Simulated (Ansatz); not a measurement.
## A series in volume per atom on CdO

Periodic Kohn-Sham DFT of a crystal at fixed atoms; pressure and stress are positive in compression; the energy is the free energy less that of spherical unpolarised free atoms; site moments are those in the method's own spheres, positive along +z. The results are calculated, by Ansatz 0.2.0.

Cell of the first row (space group Fm-3m, No. 225):
```
cell vectors (Å)
   0.0000     2.3006     2.3006
   2.3006     0.0000     2.3006
   2.3006     2.3006     0.0000
atoms (fractions of the cell vectors)
Cd  0.00000  0.00000  0.00000
O   0.50000  0.50000  0.50000
```

Settings of every row: method frozen-core PAW; functional PBE; relativity scalar; k mesh 11x11x11; filling fermi-dirac; smearing width 0.01 eV; wave cutoff 420 eV; paw set soft_2.

Atom start moment: 0 on all atoms.

```csv
row,volume per atom (Å³),pressure (GPa)
1,12.177,17.31
2,12.559,11.422
3,12.947,6.348
4,13.336,?
5,13.724,-1.589
```

Question: what pressure should row 4 give?

Worked fit of pressure. Take u = (V_r/V)^(2/3) − 1 with V_r = 12.753 Å³ an atom, which is twice the finite (Eulerian) strain; such expansions in the strain, on which the Birch-Murnaghan equation of state is built, carry the rest volume and the bulk modulus. The shown rows have u = 0.03129, 0.01027, -0.01001, -0.04774. Least squares give pressure = 8.7812 + 250.604 × u + 699.65 × u² GPa; a straight line predicts inner rows, each left out in turn, worse (root mean square 0.68 against 0.014 GPa). The rows lie off it by 0.002, -0.007, 0.005, -0.001 (root mean square 0.0044 GPa). The pressure vanishes at u = -0.0394, or V = 13.54 Å³ an atom, and there the bulk modulus at fixed shape and fractions is B = −V dP/dV = (2/3)(1 + u) dP/du = 125 GPa. The withheld row has u = -0.02936, so the fit gives 8.7812 + 250.604 × (-0.02936) + 699.65 × (-0.02936)² = 2.027 GPa.

The calculation gave 2.053 GPa. The fit lies 0.026 GPa (1.3 % of the value, 0.14 % of the column's range) below it; its largest miss of a shown row is 0.007 GPa.
